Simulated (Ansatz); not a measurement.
**Pressure series in NaCl**

Start from NaCl in the rock salt structure (space group Fm-3m, No. 225; a = 5.696 Å).

Cell and atoms are relaxed at each pressure.

All numbers come from DFT with PBE, PAW potentials and a 420 eV plane-wave cutoff in Ansatz (an electronic-structure program), no spin-orbit coupling.

Notes on the quantities. enthalpy: H = E + PV relative to the base's energy.

| variant | band gap | lattice parameter a | enthalpy |
|---|---|---|---|
| base | 5.00 eV | 5.696 Å | – |
| pressure −2 GPa | 4.62 eV | 5.905 Å | -0.30 eV/atom |
| pressure −1 GPa | 4.83 eV | 5.786 Å | -0.15 eV/atom |
| pressure 0.3 GPa | 5.04 eV | 5.672 Å | +0.04 eV/atom |
| pressure 0.7 GPa | 5.10 eV | 5.643 Å | +0.10 eV/atom |
| pressure 1.5 GPa | 5.21 eV | 5.590 Å | +0.21 eV/atom |
| pressure 3 GPa | 5.40 eV | 5.508 Å | +0.41 eV/atom |
| pressure 5 GPa | … | … | +0.66 eV/atom |
| pressure 7.5 GPa | 5.85 eV | 5.329 Å | +0.97 eV/atom |
| pressure 10 GPa | 6.06 eV | 5.255 Å | +1.26 eV/atom |

Q: Complete the table.

A: 
- pressure 5 GPa, band gap: 5.61 eV
- pressure 5 GPa, lattice parameter a: 5.419 Å

Load acts through the strain it causes; cell and atoms are relaxed under it. Whether these cells are dynamically stable was not tested. Competing high-pressure phases were not computed.
